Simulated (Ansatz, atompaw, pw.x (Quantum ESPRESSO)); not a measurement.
**What a changed setting does to a pw.x run (fcc Sb)**

Potential: PAW, atompaw 4.2.0.5, PBE; core [Kr], reference 4d10 5s1 5p4; waves: 5s (bound): rc 2.10 bohr; 5s channel at -0.45 Ry: rc 2.10 bohr; 5p (bound): rc 2.10 bohr; 5p channel at 0.6 Ry: rc 1.95 bohr; 4d (bound): rc 2.10 bohr; 4d channel at -1.75 Ry: rc 2.10 bohr; local part: bessel scheme, radius 2.00 bohr; core correction: smooth core density matched at 2.05 bohr; augmentation: besselshape compensation charge, radius 1.80 bohr; PAW radius 2.10 bohr; waves and projectors: custom polynom vanderbiltortho.

The reference run (k-mesh 12³, cutoffs 70/700 Ry, Fermi–Dirac 0.01 Ry, mixing_beta 0.4, conv_thr 1e-9, no spin) gives 0.46 GPa at 27.596 Å³/atom, where all-electron LAPW gives -0.00 GPa. This run, with its own iteration cap, changes degauss to 0.02.

```
&control
  calculation='scf', prefix='x', pseudo_dir='./', outdir='./tmp', tstress=.true., disk_io='none'
/
&system
  ibrav=0, nat=1, ntyp=1, ecutwfc=70, ecutrho=700, nbnd=15,
  occupations='smearing', smearing='fd', degauss=0.02
/
&electrons
  conv_thr=1e-09, mixing_beta=0.4, electron_maxstep=60
/
ATOMIC_SPECIES
Sb 1.0 Sb.UPF
CELL_PARAMETERS angstrom
  0.00000000 2.39849443 2.39849443
  2.39849443 0.00000000 2.39849443
  2.39849443 2.39849443 0.00000000
ATOMIC_POSITIONS crystal
Sb 0.0000 0.0000 0.0000
K_POINTS automatic
12 12 12 0 0 0
```

```bash
pw.x < Sb.scf.in > Sb.scf.out
```

Question: How does the run end?

Answer: It converges in 7 iterations; the free energy moves by -65.7 meV/atom and the pressure by +0.20 GPa. In a metal, with Fermi–Dirac smearing, F lies below its zero-width value by a term in the square of the width.

```
Message from routine setup:
     using ibrav=0 with symmetry is DISCOURAGED, use correct ibrav instead
     lattice parameter (alat)  =       6.4099  a.u.
     unit-cell volume          =     186.2270 (a.u.)^3
     number of electrons       =        15.00
     number of Kohn-Sham states=           15
     kinetic-energy cutoff     =      70.0000  Ry
     charge density cutoff     =     700.0000  Ry
     scf convergence threshold =      1.0E-09
     Exchange-correlation= SLA PW PBX PBC
     number of k points=    72  Fermi-Dirac smearing, width (Ry)=  0.0200
     iteration #  1     ecut=    70.00 Ry     beta= 0.40
     total energy              =    -475.81233863 Ry
     estimated scf accuracy    <       0.00358726 Ry
     iteration #  2     ecut=    70.00 Ry     beta= 0.40
     total energy              =    -475.81241951 Ry
     estimated scf accuracy    <       0.00099053 Ry
     iteration #  3     ecut=    70.00 Ry     beta= 0.40
     total energy              =    -475.81258086 Ry
     estimated scf accuracy    <       0.00005202 Ry
     iteration #  4     ecut=    70.00 Ry     beta= 0.40
     c_bands:  1 eigenvalues not converged
     c_bands:  1 eigenvalues not converged
     c_bands:  1 eigenvalues not converged
     c_bands:  1 eigenvalues not converged
     c_bands:  1 eigenvalues not converged
     c_bands:  2 eigenvalues not converged
     total energy              =    -475.81269783 Ry
     estimated scf accuracy    <       0.00000104 Ry
     iteration #  5     ecut=    70.00 Ry     beta= 0.40
     [... 32 repeated lines left out ...]
     total energy              =    -475.81271911 Ry
     estimated scf accuracy    <       0.00000037 Ry
     iteration #  6     ecut=    70.00 Ry     beta= 0.40
     [... 3 repeated lines left out ...]
     total energy              =    -475.81272063 Ry
     estimated scf accuracy    <       0.00000008 Ry
     iteration #  7     ecut=    70.00 Ry     beta= 0.40
     [... 1 repeated lines left out ...]
     the Fermi energy is    11.5011 ev
!    total energy              =    -475.81272076 Ry
     estimated scf accuracy    <          8.2E-10 Ry
     smearing contrib. (-TS)   =      -0.01287820 Ry
     The total energy is F=E-TS. E is the sum of the following terms:
     one-electron contribution =     -65.30937921 Ry
     hartree contribution      =      44.49664570 Ry
     xc contribution           =     -18.90529148 Ry
     ewald contribution        =    -113.79972604 Ry
     one-center paw contrib.   =    -322.28209153 Ry
     convergence has been achieved in   7 iterations
          total   stress  (Ry/bohr**3)                   (kbar)     P=        6.54
     Message from routine punch:
     Nothing written, as per user request (disk_io='none')
```

The run took about 60 s on one core of a shared host (Intel(R) Xeon(R) Platinum 8488C, 96 threads, 372 GiB, load 67).
